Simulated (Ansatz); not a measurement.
A 4-atom cell of N (P6_3/mmc) from a materials database, relaxed with r2SCAN+rVV10, was run in Ansatz 0.2.0 under altered settings. All numbers are computed, without spin polarisation but where a row says otherwise.

```yaml
crystal:
  lattice:
    - [3.57926, 0.00000, 0.00000]
    - [-1.78963, 3.09973, 0.00000]
    - [0.00000, 0.00000, 7.64099]
  atoms:
    - { symbol: N, position: [0.33333, 0.66667, 0.32158] }
    - { symbol: N, position: [0.33333, 0.66667, 0.17842] }
    - { symbol: N, position: [0.66667, 0.33333, 0.82158] }
    - { symbol: N, position: [0.66667, 0.33333, 0.67842] }
```

The base run's other keys:
```yaml
kpoints:
  mp_grid: { grid: [6, 6, 2] }
hamiltonian:
  xc: hse06
scf:
  occupations: { method: fixed }
  n_extra_bands: 5
```

It takes 13 iterations with 1615 plane waves at 420 eV and 14 k points, and leaves a mean stress of -0.32 GPa. The gap over this mesh is 9.372 eV. It ran on 4 threads of Arm Neoverse N1 (shared host).

Outcomes, with energy and stress as changes against the base:
```
                                     setting    outcome  ΔF (meV/atom)  Δ mean stress (GPa)  gap on the mesh (eV)  iterations  wall time
PBE hybrid, exx coeff 0.15, omega 0.2078 1/Å  converged              –                 +1.1                 8.455          10       14 s
                     hamiltonian.xc: lc_wpbe  converged              –                 -0.5                15.613          12       17 s
            scf.occupations: fermi_dirac 0.2  converged            0.0                  0.0                 9.372          13       16 s
```
A dash marks a value that wasn't obtained or can't be compared. Stress is positive in compression. The base took 16 s. The base's mesh is coarse for a hybrid, so its own values aren't converged.

- PBE hybrid, exx coeff 0.15, omega 0.2078 1/Å. That is 15 % exact exchange, screened with ω = 0.2078 1/Å, against HSE06's 25 % screened at 0.208 1/Å. The mean stress moves by +1.1 GPa (single components by up to 3.3) and the gap on the mesh by -0.917 eV (to 8.455). Totals of different functionals aren't comparable.
- hamiltonian.xc: lc_wpbe. The mean stress moves by -0.5 GPa (single components by up to 1.5) and the gap on the mesh by +6.241 eV (to 15.613). It's another functional on the same cell, so totals aren't comparable.

Within 1 meV an atom, 0.1 GPa and 0.005 eV of the base stay: scf.occupations: fermi_dirac 0.2.

The program warns that its thresholds are loose for a hybrid's stress.

The meshes of the hybrids are coarse, so their gaps aren't converged to the digits shown.
